The atom with the largest radius takes the least room

Ruthenium looks wrong. It has the largest covalent radius of the five elements below, 1.46 Å, and yet the smallest volume per atom, 13.3 Å³. Tin, with a slightly smaller radius, takes almost twice as much room in the same kind of crystal. A table of radii would have put these two close together.

Hexagonal close-packed Ti (2-atom cell, P6_3/mmc, 16.72 Å³ per atom) with every atom replaced, then relaxed in cell and positions with the symmetry kept. Ansatz 0.2.0, PBEsol, plane-wave PAW, scalar-relativistic, no spin polarisation, 420 eV cutoff, Gaussian smearing of 0.1 eV. Where two k-meshes are listed, 18×18×10 is for the Ti cell and 12×12×8 for the new one.

```
replaced by  distinct k-meshes among the runs behind the row  volume per atom (Å³)  volume change (%)  energy over elements (eV/atom)  Z new  covalent radius (Cordero) (Å)
         Si                                         18x18x10                 13.98             -16.43                           0.371     14                           1.11
         Ge                                         18x18x10                 18.38               9.93                           0.269     32                            1.2
         Ru                                         18x18x10                 13.32             -20.36                           0.003     44                           1.46
         Sn                               18x18x10 / 12x12x8                 26.24              56.93                           0.023     50                           1.39
         Ir                                         18x18x10                 14.11             -15.61                           0.080     77                           1.41
```

Each row starts from hexagonal close-packed (hcp) titanium, and every titanium atom is replaced. What remains is a pure element in a borrowed structure, free to change its cell edges but not its symmetry. The column "volume change" compares the new cell with that of titanium. The column "energy over elements" is the energy per atom above the element's own standard state, so it measures what it costs to be hcp and contains no bond between unlike atoms.

The simplest limit is that of hard balls. If atoms were spheres of fixed radius r, touching their neighbours at a distance d = 2r, close packing would give each of them the volume

V = d³/√2

For ruthenium this is 2.92³/√2 ≈ 17.6 Å³, about a third more than the computed volume. For silicon it is 2.22³/√2 ≈ 7.7 Å³, little more than half the computed 14.0 Å³. The hard-ball picture therefore fails in both directions, and the two failures have different causes.

Four electrons for twelve neighbours

The relaxed cells show both failures directly. Each atom has six neighbours within its own layer and six in the layers above and below, at slightly different distances, so the mean of the two is a fair measure of the contact. In silicon, germanium and tin this mean contact is 20 to 23 % longer than twice the covalent radius. In ruthenium and iridium it is shorter than twice the radius.

A covalent radius is half the length of an ordinary bond, one pair of electrons held between two atoms. Silicon, germanium and tin have four outer electrons each, enough for four such bonds, and in the diamond structure each atom has just four neighbours. In hcp it has twelve. The same four electrons must now serve three times as many contacts, and each contact gets a third of a bond.

Why that lengthens the contact is clear from two opposite limits. With very few neighbours, each contact holds plenty of bonding charge, and the attraction pulls the atoms in until their inner shells resist. With very many neighbours, the attraction per contact becomes thin, while the repulsion between two atoms at a given distance stays nearly what it was. The balance then lies further out. A crowded atom has more contacts, but longer and weaker ones.

Pauling's bond-order rule puts a size on this. For an atom with v bonding electrons and twelve neighbours, it reads

d = 2r + 0.6 Å × log₁₀(12/v)

where 0.6 Å is a rough, general constant that owes nothing to this table. For silicon, v = 4 and the second term is 0.6 × log₁₀ 3 ≈ 0.29 Å. The predicted contact is 2.22 + 0.29 = 2.51 Å, against 2.70 Å in the computed cell. The hard-ball formula turns this length into 2.51³/√2 ≈ 11.2 Å³, which is 20 % below the computed volume but much nearer to it than the unstretched estimate.

The rule thus has the right direction and somewhat more than half the size: it supplies 51 to 59 % of the stretch in the three elements. For silicon, much of the shortfall lies in the radius, because the bond in diamond-type silicon is roughly 2.4 Å long, more than twice the tabulated radius. For germanium and tin that excuse is weak, since their bonds in the diamond structure are close to twice the radius. There the rule falls short by nearly 0.3 Å, and the table offers no reason.

A blunter description does better. If the contact is taken as proportional to twice the radius, and the factor is found by least squares from silicon, germanium and tin alone, it comes out as 1.22 and reproduces the three contacts to within 0.05 Å. Three rows are too few to make this a law. They do suggest why volume follows radius within this family: all three elements make the same change, from four neighbours to twelve, and stretch by nearly the same proportion.

Longer contacts, denser crystal

It may seem odd that a crystal with longer contacts should be the more compact one. The diamond structure, however, is mostly empty space, since four neighbours leave wide channels between the atoms. At equal contact length it needs 2.2 times the volume of close packing. The contacts in hcp would have to be 30 % longer than those in diamond before the advantage was used up.

The computed stretch stays below that mark in silicon, germanium and tin. Measured against a diamond structure with bonds of twice the covalent radius, the hcp cells are 14 to 21 % smaller. The atoms have moved away from their nearest neighbours and still fill space better. Volume per atom and bond length are thus separate quantities, and a change in the number of neighbours can drive them in opposite directions.

Why ruthenium and iridium are small

Sharing electrons among more neighbours cannot explain ruthenium. Suppose, generously, that all eight of its outer electrons form bonds. Spread over twelve contacts, they still make less than one bond each, and the rule gives 3.03 Å where the calculation finds 2.66 Å. To bring the contact below twice the radius, the rule would need more than twelve bonding electrons per atom, so the radius itself is the first suspect.

That radius comes largely from compounds in which the metal is surrounded by atoms of non-metals. There many of the d electrons stay on the metal atom, and they usually do less to hold it to its neighbours than in the metal. In the pure metal, the d orbitals of adjacent atoms overlap and spread into a band, and the electrons in its lower part bind strongly. A length learned where d electrons play a smaller part is then applied where they do much of the work. The d band is the standard account of bonding in these metals. That it also explains the gap between radius and contact is likely, but the table shows only the short contacts.

Limiting cases again show where d bonding is strongest. An empty d band binds nothing. A full one binds little, because its upper states push the atoms apart about as much as its lower states pull them together. In between, with the lower states filled and most of the upper ones empty, the pull is strongest, and ruthenium lies near that point.

Titanium, the element being replaced, lies nearer the empty end, with only four outer electrons. Ruthenium belongs to the next row of the periodic table and has an additional electron shell, which by itself should make it larger. Its cell is nevertheless 20 % smaller than titanium's. Stronger d bonding, together with a higher nuclear charge that draws the d shell inwards, outweighs the extra shell.

Iridium has one more outer electron than ruthenium, and its volume is 6 % larger. The extra electron has to enter the upper, less binding part of the d band, which should loosen the contacts a little. Iridium also stands one row lower, where the d orbitals reach further out. The two changes come together in this pair of rows, so their shares can't be told apart.

What it costs to be close-packed

The energies follow from a related question: how much does the element have to give up? Ruthenium gives up nothing, because hcp is its standard structure. Its energy should be exactly zero, and the 0.003 eV in the table shows that calculation and reference state disagree by a few thousandths of an electronvolt. Differences of that size between rows carry no meaning.

Iridium gives up a little. Its standard structure is face-centred cubic, which is also close-packed, with twelve neighbours at nearly the same distance; only the order in which the layers are stacked differs. The price is 0.080 eV per atom. It is expected to come from small changes in the shape of the d band when the stacking changes, and since spin–orbit coupling is left out for this heavy element, the last digit should not be trusted.

Silicon gives up its whole bonding scheme, and pays 0.371 eV, nearly five times as much as iridium. In the diamond structure, its four electrons fill four directed bonds, and a gap separates them from the empty states. In the hcp cell that gap is gone and the element is a metal. The calculation holds the symmetry fixed, so this is the price of the best hcp cell, with no assurance that silicon would stay in it.

Tin is the irregular row here. Its contacts are stretched by almost the same proportion as those of silicon, yet its energy is only 0.023 eV, less than a tenth of silicon's. The stretch therefore does not set the price. What differs is the value of the network that is given up.

That value falls down the group. Directed bonds require an atom to mix its s and p electrons, which costs energy, and the bonds repay the cost only if the orbitals overlap well. In larger atoms the bonds are longer and the repayment is poorer. The steps in the table fit this account: from silicon to germanium, twice the radius grows by 0.18 Å and the energy falls by 0.10 eV; from germanium to tin, the growth is 0.38 Å and the fall 0.25 eV.

In tin the bonds still hold the crystal together, but the network has little advantage left over denser forms. The element is known both in a diamond-type form and as the familiar white metal, and the two lie close in energy. Which of them serves as the zero is not stated, so the 0.023 eV may be counted from the white metal and not from the bond network. Tin was also computed on a coarser mesh than the other elements, and atomic vibrations are left out. That tin is much cheaper to close-pack than germanium is safe; that it is also cheaper than iridium, by 0.06 eV, is less so.

Two questions thus sort these five elements. The first is whether d electrons take part in the bonding. In ruthenium and iridium they do, and twice the covalent radius overstates the contact. The size of that excess is no gauge of d bonding, though: titanium, where the d electrons bind less strongly, is expected to show one about as large as ruthenium's. The second is how far the usual structure is from close packing, and how strongly the element holds to it, which sets what the change costs. Ruthenium looked wrong for two reasons: a radius learned from its compounds was asked to describe the metal, and the contacts of silicon, germanium and tin stretch when four neighbours become twelve.
